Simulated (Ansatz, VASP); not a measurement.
## Two plane-wave programs on Cu

File INCAR:

```
SYSTEM = Cu
PREC = Accurate ; ENCUT = 520
EDIFF = 1E-7 ; ISMEAR = -1
SIGMA = 0.05 ; LREAL = .False.
LASPH = .True. ; NELM = 60
ALGO = Normal ; ISIF = 2
LWAVE = .False. ; LCHARG = .True.
GGA = PE ; LELF = .True.
LVHAR = .True. ; NBANDS = 12
```

KPOINTS

```
regular mesh
0
Gamma
  13 13 13
  0 0 0
```

The input POSCAR:

```
Cu
1.0
   -1.4427933200      1.4427933200      1.3760814500
    1.4427933200     -1.4427933200      1.3760814500
    1.4427933200      1.4427933200     -1.3760814500
Cu
1
Direct
    0.0000000000      0.0000000000      0.0000000000
```

input.yaml

```yaml
crystal:
  lattice:
    - [-1.44279332, 1.44279332, 1.37608145]
    - [1.44279332, -1.44279332, 1.37608145]
    - [1.44279332, 1.44279332, -1.37608145]
  atoms:
    - { symbol: Cu, position: [0.0, 0.0, 0.0] }
hamiltonian:
  xc: pbe
  pseudopotentials: { kind: paw }
kpoints:
  mp_grid: { grid: [13, 13, 13] }
scf:
  occupations: { method: fermi_dirac, width: 0.05 }
output:
  forces: true
  stress: true
  eigenvalues: true
  write_density: true
  write_potential: true
  elf: true
  volumetric_format: npy
```

This isn't the form of Cu at room conditions, which is fcc.

Alike in both runs: task single point; functional PBE; k mesh 13 × 13 × 13; occupations fermi-dirac, width 0.05 eV; no spin polarisation.

|  | VASP | Ansatz |
| --- | --- | --- |
| version | VASP 6.6.1 | Ansatz 0.2.0 |
| potentials or method | VASP PAW PBE potentials, release 64 (Cu) | Ansatz PAW |
| plane-wave cutoff (eV) | 520 | 420 |
| valence electrons in the cell | 11 | 19 |

```tsv
	VASP	Ansatz	Ansatz less VASP
gap on the k mesh at the Fermi level (eV)	none	none	-
pressure (GPa)	7.9	7.3	-0.55
```

A gap of «none» marks a metal or a gap that the smearing closes. The functional is the same, so the differences come from potentials, cutoffs and numerics. The two sets of potentials don't hold the same shells in valence.
